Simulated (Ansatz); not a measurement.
**Si: bands on a dense mesh**

Is Si a metal, and what do its states look like over the zone? Levels and slopes are computed on a dense mesh; the geometry is as given.

Computed with Ansatz 0.2.0 (DFT PBEsol, scalar-relativistic, plane waves, PAW; levels and slopes on a dense k mesh at the converged density, unless a step's input says otherwise).

## (1) The starting structure

It takes space group C2/m (No. 12, monoclinic). The conventional cell has a = 13.829 Å, b = 3.846 Å, c = 6.333 Å, α = 90.00°, β = 96.77°, γ = 90.00°. Si (site symmetry m) is surrounded by 4 Si at 2.34 to 2.38 Å. Around Si (site symmetry m) lie 4 Si at 2.38 to 2.41 Å. Around Si (site symmetry m) lie 4 Si at 2.32 to 2.34 Å. Around Si (site symmetry m) lie 4 Si at 2.32 to 2.41 Å.

As a file:

```cif
data_structure
_symmetry_space_group_name_H-M 'P 1'
_symmetry_Int_Tables_number 1
_cell_length_a 7.1767
_cell_length_b 7.1767
_cell_length_c 6.3330
_cell_angle_alpha 96.524
_cell_angle_beta 96.524
_cell_angle_gamma 31.084
_cell_volume 167.23
loop_
_atom_site_label
_atom_site_type_symbol
_atom_site_fract_x
_atom_site_fract_y
_atom_site_fract_z
_atom_site_occupancy
Si1 Si 0.05553 0.05553 0.87396 1
Si2 Si 0.94447 0.94447 0.12604 1
Si3 Si 0.55900 0.55900 0.65340 1
Si4 Si 0.44100 0.44100 0.34660 1
Si5 Si 0.21274 0.21274 0.05731 1
Si6 Si 0.78726 0.78726 0.94269 1
Si7 Si 0.72711 0.72711 0.58558 1
Si8 Si 0.27289 0.27289 0.41442 1
```

The structure comes from the Materials Project (structure only) and is not relaxed.

## (2) The run

The input, input.yaml:

```yaml
crystal:
  lattice:
    - [6.91426545, -1.92296542, 0.0]
    - [6.91426545, 1.92296542, 0.0]
    - [-0.74686585, 0.0, 6.28881393]
  atoms:
    - { symbol: Si, position: [0.05552936, 0.05552936, 0.87396351] }
    - { symbol: Si, position: [0.94447064, 0.94447064, 0.12603649] }
    - { symbol: Si, position: [0.55899935, 0.55899935, 0.65339544] }
    - { symbol: Si, position: [0.44100065, 0.44100065, 0.34660456] }
    - { symbol: Si, position: [0.21274266, 0.21274266, 0.05730781] }
    - { symbol: Si, position: [0.78725734, 0.78725734, 0.94269219] }
    - { symbol: Si, position: [0.72710933, 0.72710933, 0.58557765] }
    - { symbol: Si, position: [0.27289067, 0.27289067, 0.41442235] }
basis:
  ecutwfc: 420
kpoints:
  mp_grid: { grid: [10, 10, 6] }
hamiltonian:
  xc: pbesol
scf:
  occupations: { method: gaussian, width: 0.05 }
output:
  forces: true
  eigenvalues: true
  eigenstates:
    nscf_kmesh: { grid: [18, 18, 10] }
    top_band: c6
    de_dk: true
    localisation: false
  stress: true
checkpoint:
  write: ck
  compress: false
  write_wavefunctions: false
  write_every: 100000
```

The run is started by

```
$ ansatz run input.yaml --threads 2 --pin off --max-ram 5120MiB --backend cpu --events-out ev --progress --plain --runs-dir out
```

Before running it: what results should come out? Wanted: gap; valence top; conduction bottom.

As calculated:

| quantity | value |
| --- | --- |
| gap | 0.17 eV, indirect |
| valence top | one maximum at Γ, principal masses 0.16, 0.21 and 0.52 mₑ |
| conduction bottom | two equivalent minima on the Γ–M₂ line, principal masses 0.14, 0.31 and 2.93 mₑ |

In words: The gap is indirect, 0.17 eV at this level of theory.
